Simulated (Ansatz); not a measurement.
Structure from Materials Project entry mp-406 (possibly hypothetical), not relaxed further.

CdTe: DFT, PBE, all-electron LAPW, scalar-relativistic (Ansatz 0.2.0). What sets it apart from a plain run of this crystal: functional pbe.

Command: `ansatz run input.yaml --threads 1 --pin off --max-ram 2048MiB --backend cpu --events-out ev --progress --plain --runs-dir out` The run took 16 s on 1 thread of Intel(R) Xeon(R) Platinum 8488C (Sapphire Rapids) (shared host).

```yaml
crystal:
  lattice:
    - [0.0, 3.2821135562, 3.2821135562]
    - [3.2821135562, 0.0, 3.2821135562]
    - [3.2821135562, 3.2821135562, 0.0]
  atoms:
    - { symbol: Cd, position: [0.0, 0.0, 0.0] }
    - { symbol: Te, position: [0.75, 0.75, 0.75] }
kpoints:
  mp_grid: { grid: [7, 7, 7] }
  band_path:
    path:
      - [0.0, 0.0, 0.0]
      - [-0.5, -0.5, 0.0]
      - [-0.375, -0.375, 0.25]
      - [-0.375, 0.0, 0.375]
      - [0.0, 0.0, 0.0]
      - [0.0, 0.0, 0.5]
      - [-0.5, -0.25, 0.25]
      - [-0.5, -0.5, 0.0]
    npoints: 5
scf:
  occupations: { method: fermi_dirac, width: 0.01 }
hamiltonian:
  xc: pbe
  pseudopotentials: { kind: all_electron, lapw: { basis_error: 0.0005 } }
output:
  forces: true
  stress: true
  eigenvalues: true
```

Output (standing set-up lines are left out):

```
LAPW: plane waves up to 8.324 Å⁻¹, error target 5.0e-4 eV per atom; small_component_spin mean_spin; Cd in spheres of 1.432 Å, 20 of its electrons in bands, Dirac shells []; Te in spheres of 1.410 Å, 24 of its electrons in bands, Dirac shells []
Functional definition: PBE
  parameter kappa = 0.804
  parameter beta = 0.06672455060314922
  exchange = pbe_x(kappa = kappa, mu = beta*pi^2/3)
  correlation = pbe_c(beta = beta)
Basis set: ecut = 264.00111265532513 eV, 701 PW (Γ), exchange–correlation at level 2
Functional: x = pbe(κ = 0.804, μ = 0.2195149727645171), c = pbe(β = 0.06672455060314922)
iter 1 solved again at ethr=1.35e-3 eV; its pass at ethr=1.00e-1 eV (dr2=5.95e-1 eV) is discarded
SCF iter   1: F=—  HF=-337120.962697 eV  |F-HF|=—  |Δ(HF+E_count)|=         —  Δρ=1.97e-2  dr2=5.96e-1  ethr=1.35e-3  ⟨swp⟩=2.0  Hψ=3478  notcnv=0
preconditioner: auto → none  [insulator: Δε(μ)=0.999 eV  Ē_g=11.454 eV  σ=0.010 eV  W_gap=1.00  n_scr=14 (ndim 8)  ℏωp=18.7 eV  f_vac=0.224  D(μ)=0.00/eV (n_scr^D=0)  ε∞_Penn≈3.7]
iter 2 solved again at ethr=4.99e-5 eV; its pass at ethr=1.35e-3 eV (dr2=2.19e-2 eV) is discarded
SCF iter   2: F=—  HF=-337120.753625 eV  |F-HF|=—  |Δ(HF+E_count)|=   2.09e-1  Δρ=6.09e-3  dr2=2.20e-2  ethr=4.99e-5  ⟨swp⟩=2.1  Hψ=2878  notcnv=0
SCF iter   3: F=—  HF=-337120.729077 eV  |F-HF|=—  |Δ(HF+E_count)|=   2.45e-2  Δρ=3.59e-3  dr2=9.11e-3  ethr=4.99e-5  ⟨swp⟩=2.7  Hψ=1689  notcnv=0
SCF iter   4: F=—  HF=-337120.729232 eV  |F-HF|=—  |Δ(HF+E_count)|=         —  Δρ=1.22e-3  dr2=1.13e-3  ethr=2.07e-5  ⟨swp⟩=2.0  Hψ=1661  notcnv=0
the basis was enlarged: its passes take 85.5 KiB over the memory plan, 1 of 1 planned eigensolver slots
SCF iter   5: F=—  HF=-337120.729368 eV  |F-HF|=—  |Δ(HF+E_count)|=   1.36e-4  Δρ=1.95e-4  dr2=2.01e-5  ethr=2.58e-6  ⟨swp⟩=2.0  Hψ=1630  notcnv=0
SCF iter   6: F=—  HF=-337120.729384 eV  |F-HF|=—  |Δ(HF+E_count)|=   1.63e-5  Δρ=3.55e-5  dr2=7.62e-7  ethr=4.56e-8  ⟨swp⟩=3.0  Hψ=1596  notcnv=0
SCF iter   7: F=-337120.729387 eV  HF=-337120.729387 eV  |F-HF|=4.65e-8  |Δ(HF+E_count)|=   2.48e-6  Δρ=4.50e-6  dr2=1.52e-8  ethr=1.73e-9  ⟨swp⟩=3.0  Hψ=1655  notcnv=0
SCF 1 converged in 7 iterations: F = -337120.729387 eV  dr2 = 1.52e-8
NSCF: frozen V_eff on 36 k-points
SCF converged after 7 iterations
Free energy (F): -337120.729387 eV
Harris-Foulkes:  -337120.729387 eV  (|F-HF|=4.65e-8)
Internal energy: -337120.729387 eV  (E = F + TS)
E sigma→0 (E₀):  -337120.729387 eV
Fermi energy:    8.576428 eV
--- Per-component energies (eV) ---
  E_band       = -1661.005433
  E_kinetic    = 354732.888550
  E_xc         = -9001.033346
  E_electrostatic = -682852.584590  (all electrons and nuclei)
  E_smearing   = -0.000000  (= −TS)
  E_closure    = 0.000000  (closes the sum)
  E_atoms      = -337115.932394  (free atoms, spherical and without spin; not in F)
  Σ components = -337120.729387   (vs F -337120.729387, Δ=0.00e0)
  Basis errors (estimates in eV, not in F): energy 2.2e-4 per atom: plane waves 2.0e-4 (1.2e-4 summed), levels above the bands 0.0e0, relativity 2.9e-8, radial functions 2.2e-5, core shells 2.1e-7; eigenvalues (radial functions only) 4.9e-7; not estimated: angular momenta, meshes, grids; target (lapw.basis_error) 5.0e-4; muffin-tin radii Cd 1.432 Å, Te 1.410 Å
--- Forces (eV/Å), atoms counted from 1 ---
  atom   1  Cd     0.00000000    -0.00000000    -0.00000000
  atom   2  Te    -0.00000000     0.00000000    -0.00000000
  max |Σ_I F_I| component: 4.16e-17 eV/Å
--- Stress (GPa, compression-positive) ---
        0.931553       0.000000      -0.000000
        0.000000       0.931553       0.000000
       -0.000000       0.000000       0.931553
  P = ⅓ Tr σ = 0.9316 GPa (9.316 kbar)
--- Band table (eV; the first three rows and the last of 20) ---
  k-point 0: bands = ["-150.3206", "-100.3584", "-100.3584", "-100.3584", "-93.7931", "-54.8538", "-54.8538", "-54.8538", "-27.6925", "-27.6925", "-27.6925", "-27.6858", "-27.6858", "-2.7186", "0.0860", "0.0860", "0.0860", "0.3191", "0.3191", "8.2425", "8.2425", "8.2425", "8.8994", "12.8853", "12.8853", "12.8853", "15.6482"]
  k-point 1: bands = ["-150.3206", "-100.3584", "-100.3584", "-100.3584", "-93.7931", "-54.8539", "-54.8539", "-54.8539", "-27.6925", "-27.6925", "-27.6925", "-27.6857", "-27.6857", "-2.6499", "0.0986", "0.0986", "0.1437", "0.3182", "0.3182", "6.8371", "8.0821", "8.0821", "9.8950", "12.8778", "13.1366", "13.1366", "16.5129"]
  k-point 2: bands = ["-150.3206", "-100.3584", "-100.3584", "-100.3584", "-93.7931", "-54.8539", "-54.8539", "-54.8539", "-27.6926", "-27.6924", "-27.6924", "-27.6857", "-27.6857", "-2.4957", "0.1242", "0.1242", "0.3199", "0.3199", "0.3335", "5.2555", "7.7702", "7.7702", "10.1628", "13.4621", "13.4621", "13.8910", "16.4087"]
  k-point 19: bands = ["-150.3206", "-100.3584", "-100.3584", "-100.3584", "-93.7931", "-54.8539", "-54.8539", "-54.8539", "-27.6926", "-27.6924", "-27.6921", "-27.6857", "-27.6855", "-2.2561", "0.1889", "0.2017", "0.2920", "0.3228", "0.8173", "4.2543", "5.9024", "6.5555", "11.8827", "13.0007", "14.1085", "14.9733", "16.9093"]
```
